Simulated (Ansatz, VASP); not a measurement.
# Rh: VASP beside Ansatz

```
CELL_PARAMETERS angstrom
0.00000 2.27392 1.43075
2.27392 0.00000 1.43075
2.27392 2.27392 0.00000
ATOMIC_POSITIONS crystal
Rh 0.00000 0.00000 0.00000
```

Alike in both runs: task single point; functional PBE; k mesh 22 × 22 × 22; occupations gaussian, width 0.15 eV; no spin polarisation.

|  | VASP | Ansatz |
| --- | --- | --- |
| version | VASP 6.6.1 | Ansatz 0.2.0 |
| potentials or method | VASP PAW PBE potentials, release 64 (Rh_pv) | scalar-relativistic, plane waves, PAW |
| plane-wave cutoff (eV) | 520 | 420 |
| valence electrons in the cell | 15 | 17 |

```csv
,VASP,Ansatz,Ansatz less VASP
gap on the k mesh at the Fermi level (eV),none,none,-
pressure (GPa),-6.2,-6.1,+0.06
largest component of the traceless stress (GPa),10.22,10.33,+0.108
```

A gap of «none» marks a metal or a gap that the smearing closes. The two sets of potentials don't hold the same shells in valence.
